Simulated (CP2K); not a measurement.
# InPd (Pm-3m) in CP2K: equation of state

How stiff is InPd in PBE, and what volume does it want? The cell is scaled to several volumes.

Program: CP2K 2026.2. These are calculated values, not measurements. Logs are shortened: lines on timing, memory, paths and dates and some standing lists are left out, and cuts for length are marked.

## 1. The crystal as given

The structure is cubic, space group Pm-3m (No. 221). The conventional cell has a = 3.272 Å, b = 3.272 Å, c = 3.272 Å, α = 90.00°, β = 90.00°, γ = 90.00°. In (site symmetry m-3m) has 8 Pd at 2.83 Å as nearest neighbours. Pd (site symmetry m-3m) is surrounded by 8 In at 2.83 Å.

The cell comes from a database or a generator and needn't be the stable form of this composition.

## 2. Single point, PBE, 17.51 Å³/atom

inpd_eos.inp reads:

```
&GLOBAL
  PROJECT inpd_eos
  RUN_TYPE ENERGY_FORCE
  PRINT_LEVEL LOW
&END GLOBAL
&FORCE_EVAL
  METHOD QS
  STRESS_TENSOR ANALYTICAL
  &DFT
    BASIS_SET_FILE_NAME BASIS_MOLOPT_UZH
    POTENTIAL_FILE_NAME POTENTIAL_UZH
    &MGRID
      CUTOFF 500
      REL_CUTOFF 60
      NGRIDS 4
    &END MGRID
    &QS
      METHOD GPW
      EPS_DEFAULT 1.0E-10
    &END QS
    &KPOINTS
      SCHEME MONKHORST-PACK 8 8 8
      GAMMA_CENTERED T
      SYMMETRY T
      SYMMETRY_BACKEND SPGLIB
    &END KPOINTS
    &SCF
      SCF_GUESS ATOMIC
      EPS_SCF 1.0E-6
      MAX_SCF 100
      ADDED_MOS 13
      CHOLESKY OFF
      EPS_EIGVAL 1.0E-7
      &DIAGONALIZATION ON
        ALGORITHM STANDARD
      &END DIAGONALIZATION
      &MIXING ON
        METHOD BROYDEN_MIXING
        ALPHA 0.4
        BETA 1.5
        NBUFFER 8
      &END MIXING
      &SMEAR ON
        METHOD FERMI_DIRAC
        ELECTRONIC_TEMPERATURE 580.23
      &END SMEAR
    &END SCF
    &XC
      &XC_FUNCTIONAL PBE
      &END XC_FUNCTIONAL
    &END XC
    &PRINT
      &KPOINTS ON
      &END KPOINTS
      &MULLIKEN ON
      &END MULLIKEN
      &MO ON
        ENERGIES T
        OCCUPATION_NUMBERS T
        &EACH
          QS_SCF 0
        &END EACH
        ADD_LAST NUMERIC
      &END MO
    &END PRINT
  &END DFT
  &SUBSYS
    &CELL
      A 3.2718847800 0.0000000000 0.0000000000
      B 0.0000000000 3.2718847800 0.0000000000
      C 0.0000000000 0.0000000000 3.2718847800
      PERIODIC XYZ
    &END CELL
    &COORD
      SCALED
      In  0.0000000000 0.0000000000 0.0000000000
      Pd  0.5000000000 0.5000000000 0.5000000000
    &END COORD
    &KIND In
      BASIS_SET TZVP-MOLOPT-PBE-GTH-q13
      POTENTIAL GTH-PBE-q13
    &END KIND
    &KIND Pd
      BASIS_SET TZVP-MOLOPT-PBE-GTH-q18
      POTENTIAL GTH-PBE-q18
    &END KIND
    &PRINT
      &ATOMIC_COORDINATES ON
      &END ATOMIC_COORDINATES
      &CELL ON
      &END CELL
    &END PRINT
  &END SUBSYS
  &PRINT
    &FORCES ON
    &END FORCES
    &STRESS_TENSOR ON
    &END STRESS_TENSOR
  &END PRINT
&END FORCE_EVAL
```

Potentials or basis: POTENTIAL_UZH In GTH-PBE-q13, Pd GTH-PBE-q18; TZVP-MOLOPT-PBE-GTH basis.

Started as:

```sh
$ OMP_NUM_THREADS=1 cp2k.psmp -i inpd_eos.inp -o inpd_eos.out
```

inpd_eos.out:

```text

 CP2K| version string:                                       CP2K version 2026.2
 CP2K| Input file name                                              inpd_eos.inp

 GLOBAL| Force Environment number                                              1
 GLOBAL| Basis set file name                                    BASIS_MOLOPT_UZH
 GLOBAL| Potential file name                                       POTENTIAL_UZH
 GLOBAL| MM Potential file name                                     MM_POTENTIAL
 GLOBAL| Coordinate file name                                      __STD_INPUT__
 GLOBAL| Method name                                                        CP2K
 GLOBAL| Project name                                                   inpd_eos
 GLOBAL| Run type                                                   ENERGY_FORCE
 GLOBAL| FFT library                                                       FFTW3
 GLOBAL| Diagonalization library                                       ScaLAPACK
 GLOBAL| Cholesky decomposition library                                ScaLAPACK
 GLOBAL| DGEMM library                                                      BLAS
 GLOBAL| Direct generalized diagonalization requested                          F
 GLOBAL| Matrix multiplication library                                 ScaLAPACK
 GLOBAL| Global print level                                                  LOW
 GLOBAL| Total number of message passing processes                             1
 GLOBAL| Number of threads for this process                                    1
 GLOBAL| CPU model name                          AMD EPYC 7R43 64-Core Processor

 CELL| Volume [angstrom^3]:                                            35.026279
 CELL| Vector a [angstrom]:       3.272     0.000     0.000   |a| =     3.271885
 CELL| Vector b [angstrom]:       0.000     3.272     0.000   |b| =     3.271885
 CELL| Vector c [angstrom]:       0.000     0.000     3.272   |c| =     3.271885
 CELL| Angle (b,c), alpha [degree]:                                    90.000000
 CELL| Angle (a,c), beta  [degree]:                                    90.000000
 CELL| Angle (a,b), gamma [degree]:                                    90.000000
 CELL| Numerically orthorhombic:                                             YES
 CELL| Periodicity                                                           XYZ

 CELL_REF| Volume [angstrom^3]:                                        35.026279
 CELL_REF| Vector a [angstrom     3.272     0.000     0.000   |a| =     3.271885
 CELL_REF| Vector b [angstrom     0.000     3.272     0.000   |b| =     3.271885
 CELL_REF| Vector c [angstrom     0.000     0.000     3.272   |c| =     3.271885
 CELL_REF| Angle (b,c), alpha [degree]:                                90.000000
 CELL_REF| Angle (a,c), beta  [degree]:                                90.000000
 CELL_REF| Angle (a,b), gamma [degree]:                                90.000000
 CELL_REF| Numerically orthorhombic:                                         YES
 CELL_REF| Periodicity                                                       XYZ

 GENERATE|  Preliminary Number of Bonds generated:                             0
 GENERATE|  Achieved consistency in connectivity generation.

 *******************************************************************************
 *******************************************************************************
 **            Copyright (C) by CP2K developers group (2000-2026)             **
 *******************************************************************************

 TOTAL NUMBERS AND MAXIMUM NUMBERS

  Total number of            - Atomic kinds:                                   2
                             - Atoms:                                          2
                             - Shell sets:                                     2
                             - Shells:                                        21
                             - Primitive Cartesian functions:                 13
                             - Cartesian basis functions:                     81
                             - Spherical basis functions:                     69

  Maximum angular momentum of- Orbital basis functions:                        3
                             - Local part of the GTH pseudopotential:          2
                             - Non-local part of the GTH pseudopotential:      4

 MODULE QUICKSTEP: ATOMIC COORDINATES IN ANGSTROM

   Atom Kind Element         X             Y             Z       Z(eff)     Mass
      1    1 In   49      0.000000      0.000000      0.000000  13.0000 114.8180
      2    2 Pd   46      1.635942      1.635942      1.635942  18.0000 106.4200

 SCF PARAMETERS         Density guess:                                    ATOMIC
                        --------------------------------------------------------
                        max_scf:                                             100
[... 22 lines left out ...]
                                    Kpoints
 *******************************************************************************
 BRILLOUIN| K-point scheme                                        Monkhorst-Pack
 BRILLOUIN| K-Point grid                                             8    8    8
 BRILLOUIN| Gamma-centered k-point mesh                                     ON
 BRILLOUIN| K-point symmetry accuracy                               0.100000E-05
 BRILLOUIN| K-Point point group symmetrization                                ON
 BRILLOUIN| Symmetry backend                                             SPGLIB
 BRILLOUIN| Symmetry reduction method                                    SPGLIB
 BRILLOUIN| Wavefunction type                                            COMPLEX
 BRILLOUIN| List of Kpoints [2 Pi/Bohr]                                       35
 BRILLOUIN| Number           Weight            X              Y              Z
 BRILLOUIN|     1           0.01562       -0.37500       -0.37500       -0.37500
 BRILLOUIN|     2           0.04688       -0.37500       -0.37500       -0.25000
 BRILLOUIN|     3           0.04688       -0.37500       -0.37500       -0.12500
 BRILLOUIN|     4           0.02344       -0.37500       -0.37500        0.00000
 BRILLOUIN|     5           0.02344       -0.37500       -0.37500        0.50000
 BRILLOUIN|     6           0.04688       -0.37500       -0.25000       -0.25000
[... 27 lines left out ...]
 BRILLOUIN|    34           0.00586        0.00000        0.50000        0.50000
 BRILLOUIN|    35           0.00195        0.50000        0.50000        0.50000
 *******************************************************************************

 Extrapolation method: initial_guess

 Number of electrons:                                                         31
 Number of occupied orbitals:                                                 16
 Number of molecular orbitals:                                                29

 Number of orbital functions:                                                 69
 Number of independent orbital functions:                                     69

 SCF WAVEFUNCTION OPTIMIZATION

  Step     Update method      Time    Convergence         Total energy    Change
  ------------------------------------------------------------------------------
     1 NoMix/Diag. 0.40E+00   16.4     0.67205884      -183.3537744620 -1.83E+02
     2 Broy./Diag. 0.40E+00   13.3     0.29455261      -186.0749978607 -2.72E+00
     3 Broy./Diag. 0.40E+00   12.7     0.06290001      -183.7618527317  2.31E+00
     4 Broy./Diag. 0.40E+00   13.5     0.02382934      -183.1175224362  6.44E-01
     5 Broy./Diag. 0.40E+00   12.5     0.01023171      -182.9318077935  1.86E-01
     6 Broy./Diag. 0.40E+00   13.0     0.00534966      -183.0120797373 -8.03E-02
     7 Broy./Diag. 0.40E+00   13.3     0.00074177      -183.0145003208 -2.42E-03
     8 Broy./Diag. 0.40E+00   13.2     0.00033356      -183.0063907419  8.11E-03
     9 Broy./Diag. 0.40E+00   13.1     0.00003138      -183.0092447009 -2.85E-03
    10 Broy./Diag. 0.40E+00   13.7     0.00005187      -183.0098309509 -5.86E-04
    11 Broy./Diag. 0.40E+00   10.9     0.00000370      -183.0099790384 -1.48E-04
    12 Broy./Diag. 0.40E+00   10.6     0.00000190      -183.0100070334 -2.80E-05
    13 Broy./Diag. 0.40E+00   10.8     0.00000036      -183.0100042368  2.80E-06

  *** SCF run converged in    13 steps ***

  Electronic density on regular grids:        -30.9999999997        0.0000000003
  Core density on regular grids:               30.9999999980       -0.0000000020
  Total charge density on r-space grids:       -0.0000000017
  Total charge density g-space grids:          -0.0000000017

  Overlap energy of the core charge distribution:               0.00000000000058
  Self energy of the core charge distribution:               -311.12003169062137
  Core Hamiltonian energy:                                     81.36600379808284
  Hartree energy:                                              66.88147465620891
  Exchange-correlation energy:                                -20.13707220076011
  Electronic entropic energy:                                  -0.00037879978318
  Fermi energy:                                                 0.44640635784951

  Total energy:                                              -183.01000423683274
  Total energy (extrapolated to T->0):                       -183.00981483694116

 MO| EIGENVALUES AND OCCUPATION NUMBERS FOR K POINT 1
 MO|
 MO|  Index      Eigenvalue [a.u.]        Eigenvalue [eV]             Occupation
 MO|      1              -2.651411             -72.148570               2.000000
 MO|      2              -1.397758             -38.034942               2.000000
 MO|      3              -1.397757             -38.034896               2.000000
 MO|      4              -1.397757             -38.034896               2.000000
 MO|      5              -0.100006              -2.721293               2.000000
 MO|      6              -0.098943              -2.692381               2.000000
[... 476 lines left out ...]
 MO|     28               1.303248              35.463189               0.000000
 MO|     29               1.397987              38.041151               0.000000
 MO| Sum:                                                              32.000000
 MO| E(Fermi):            0.446406 a.u.         12.147335 eV

 [... the levels of further k-points ...]

 !-----------------------------------------------------------------------------!
                     Mulliken Population Analysis

 #  Atom  Element  Kind  Atomic population                           Net charge
       1     In       1         13.390949                             -0.390949
       2     Pd       2         17.609051                              0.390949
 # Total charge                             31.000000                 -0.000000

 !-----------------------------------------------------------------------------!

 ENERGY| Total FORCE_EVAL ( QS ) energy [hartree]           -183.010005735127976

 FORCES| Atomic forces [hartree/bohr]
 FORCES|   Atom     x               y               z               |f|
 FORCES|      1  7.66476087E-11  7.67126752E-11  7.65926062E-11   1.32763390E-10
 FORCES|      2 -8.11479183E-12 -8.16816631E-12 -8.05544824E-12   1.40520117E-11
 FORCES| Sum     6.85328169E-11  6.85445089E-11  6.85371579E-11
 FORCES| Total atomic force                                       1.18711578E-10

 STRESS| Analytical stress tensor [bar]
 STRESS|                        x                   y                   z
 STRESS|      x        5.13711239708E+04   8.73307816384E-05   9.42701557982E-05
 STRESS|      y        8.73307816384E-05   5.13711166482E+04   8.03607621246E-05
 STRESS|      z        9.42701557982E-05   8.03607621246E-05   5.13711051006E+04
 STRESS| 1/3 Trace                                             5.13711152399E+04
 STRESS| Determinant                                           1.35567935487E+14

 STRESS| Eigenvectors and eigenvalues of the analytical stress tensor [bar]
 STRESS|                        1                   2                   3
 STRESS| Eigenvalues   5.13711050995E+04   5.13711166477E+04   5.13711239723E+04
 STRESS|      x          -0.004963379756     -0.011958071630      0.999916181179
 STRESS|      y          -0.006920652974      0.999904961828      0.011923584748
 STRESS|      z           0.999963734054      0.006860891614      0.005045665709
```

Run time: 3.5 min. Hardware: 1 thread of AMD EPYC 7R43 (Zen 3), shared host; peak memory 0.45 GiB.

Results:

| Property | Result |
| --- | --- |
| Free energy | -4979.9555 eV |
| Pressure | 5.1 GPa |
| Band gap on the k mesh | none (metal or under the smearing width) |
| Mulliken charges | In -0.39; Pd +0.39 e |

Caveat: Mulliken charges move with the basis; the basis of atomic orbitals isn't converged, which shifts pressures, moduli and gaps.

## 3. Single point, PBE, 17.16 Å³/atom (volume scaled by 0.98)

Changes to inpd_eos.inp since step 2:

```diff
@@ -11,2 +11,3 @@
     POTENTIAL_FILE_NAME POTENTIAL_UZH
+    WFN_RESTART_FILE_NAME previous-RESTART.kp
     &MGRID
@@ -27,3 +28,3 @@
     &SCF
-      SCF_GUESS ATOMIC
+      SCF_GUESS RESTART
       EPS_SCF 1.0E-6
@@ -68,5 +69,5 @@
     &CELL
-      A 3.2718847800 0.0000000000 0.0000000000
-      B 0.0000000000 3.2718847800 0.0000000000
-      C 0.0000000000 0.0000000000 3.2718847800
+      A 3.2499251601 0.0000000000 0.0000000000
+      B 0.0000000000 3.2499251601 0.0000000000
+      C 0.0000000000 0.0000000000 3.2499251601
       PERIODIC XYZ
```

Potentials or basis: POTENTIAL_UZH In GTH-PBE-q13, Pd GTH-PBE-q18; TZVP-MOLOPT-PBE-GTH basis.

Started as:

```sh
$ OMP_NUM_THREADS=1 cp2k.psmp -i inpd_eos.inp -o inpd_eos.out
```

It took 4.2 min on 1 thread of AMD EPYC 7R43 (Zen 3), shared host; peak memory 0.45 GiB.

The run converged. Its results:

```yaml
Free_energy: -4979.9266 eV
Pressure: 8.1 GPa
Band_gap_on_the_k_mesh: none (metal or under the smearing width)
Mulliken_charges: In -0.42; Pd +0.42 e
```

Caveat: Mulliken charges move with the basis; the basis of atomic orbitals isn't converged, which shifts pressures, moduli and gaps.

## 4. Single point, PBE, 17.86 Å³/atom (volume scaled by 1.02)

Changes to inpd_eos.inp since step 3:

```diff
@@ -69,5 +69,5 @@
     &CELL
-      A 3.2499251601 0.0000000000 0.0000000000
-      B 0.0000000000 3.2499251601 0.0000000000
-      C 0.0000000000 0.0000000000 3.2499251601
+      A 3.2935535226 0.0000000000 0.0000000000
+      B 0.0000000000 3.2935535226 0.0000000000
+      C 0.0000000000 0.0000000000 3.2935535226
       PERIODIC XYZ
```

Started as:

```sh
$ OMP_NUM_THREADS=1 cp2k.psmp -i inpd_eos.inp -o inpd_eos.out
```

Wall time 3.9 min (1 thread of AMD EPYC 7R43 (Zen 3), shared host); peak memory 0.45 GiB.

Results (log left out):

| Quantity | Value |
| --- | --- |
| Free energy | -4979.9720 eV |
| Pressure | 2.5 GPa |
| Band gap on the k mesh | none (metal or under the smearing width) |
| Mulliken charges | In -0.36; Pd +0.36 e |

Caveat: Mulliken charges move with the basis; the basis of atomic orbitals isn't converged, which shifts pressures, moduli and gaps.

(Continued in part 2 of 2.)
